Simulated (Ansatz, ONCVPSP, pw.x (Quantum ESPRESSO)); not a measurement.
**P (Z = 15) (sc): variants of one ONCV potential in the solid**

P, optimised norm-conserving Vanderbilt (ONCV), made with ONCVPSP 4.0.1.1 (patched build) (PBE, scalar-relativistic). Core [Ne], reference 3s2 3p1.5 (charge +1.5). Waves: 3s: rc 1.60 bohr, ncon 4, nbas 7, qcut 4.9 1/bohr, 2 projectors, debl 2.7 Ha; 3p: rc 1.80 bohr, ncon 4, nbas 8, qcut 5.1 1/bohr, 2 projectors, debl 3.7 Ha; d scattering state at 0.3 Ha: rc 1.90 bohr, ncon 3, nbas 7, qcut 5.3 1/bohr, 1 projector. Local part: polynomial inside 1.20 bohr (lpopt 5, dvloc0 2 Ha). Core correction: Teter function, fcfact 2.25, rcfact 1.6.

In the d channel the program set the typed energies aside and used 0.050 Ha.

Crystal test: sc P in pw.x 7.5, no spin, 13³ k-points, Fermi–Dirac smearing 0.01 Ry, cutoffs set for each file from its atomic test. The reference is all-electron LAPW (Ansatz 0.2.0) with the same functional, mesh and smearing; V0 and B0 come from Birch–Murnaghan fits to the pressures at five volumes. Errors are pseudo minus all-electron; Δ is the rms difference of the E(V) curves that follow from these fits, minima aligned, over ±6 % about the mean V0. Mesh and smearing are coarse, so the numbers serve the comparison and aren't converged zero-temperature values; the lattice is a test structure that the element need not adopt.

All-electron: a0 = 2.447 Å (V0 = 14.66 Å³/atom), B0 = 113.3 GPa.

2 further variants are left out: they gave no file fit for a test, a broken result, the same result as the base, or pressures whose basis-set error rivals the error shown.

```csv
change,cutoffs (Ry),pw.x,a0 (Å),a0 error (%),B0 error (%),Δ (meV/atom),mean pressure error (GPa)
base,50/200,converged; energies reset by the program,2.448,+0.02,-0.2,0.2,+0.06
d: qcut 6.8,50/200,converged; energies reset by the program,2.446,-0.05,+0.4,0.6,-0.18
"local potential polynomial inside 1.44 bohr (lpopt 5, dvloc0 2 Ha)",50/200,converged; energies reset by the program,2.449,+0.08,-0.5,0.8,+0.26
```

Give the row for: s: debl 0.5.

pw.x: converged; energies reset by the program; mean pressure error (GPa): +0.07; a0 (Å): 2.448; a0 error (%): +0.02; B0 error (%): -0.2; Δ (meV/atom): 0.2.
